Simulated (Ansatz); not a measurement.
Sb under changes of volume

One of the cells (31.554 Å³/atom); the others are scaled copies at fixed shape and fractional positions:

```
CELL_PARAMETERS angstrom
3.16000 0.00000 0.00000
0.00000 3.16000 0.00000
0.00000 0.00000 3.16000
ATOMIC_POSITIONS crystal
Sb 0.00000 0.00000 0.00000
```

This isn't the form of Sb at room conditions, which is rhombohedral.

- Program: Ansatz 0.2.0
- Functional: PBE
- Potentials or basis: all-electron LAPW, scalar-relativistic
- Cutoff: 200 eV (chosen from the basis error)
- Basis error allowed: 0.0005 eV/atom
- k mesh: 8 × 8 × 8
- Occupations: fermi-dirac, width 0.05 eV
- Spin: no spin polarisation

| volume (Å³/atom) | energy over the lowest point (meV/atom) | pressure (GPa) |
| --- | --- | --- |
| 29.661 | ? | ? |
| 30.292 | 0.00 | -0.2 |
| 30.923 | 2.84 | -1.3 |
| 31.554 | 9.80 | -2.2 |
| 32.186 | 20.42 | -3.1 |
| 32.817 | 34.28 | -3.9 |
| 33.448 | 51.01 | -4.6 |

Question: What does the run at 29.661 Å³/atom give?

Answer: Energy over the lowest point 1.82 meV/atom; pressure 1.1 GPa.

Worked out: A Birch-Murnaghan fit of order 3 (a polynomial in V^(-2/3)) to the other rows has its minimum at 30.21 Å³/atom, just outside them, with B0 = V·E''(V) = 57 GPa and B' = 4.7. It gives 1.79 meV/atom at 29.661 Å³/atom, against the run's 1.82, and -dE/dV = 1.1 GPa, against 1.1.

Energies are extrapolated to zero smearing.
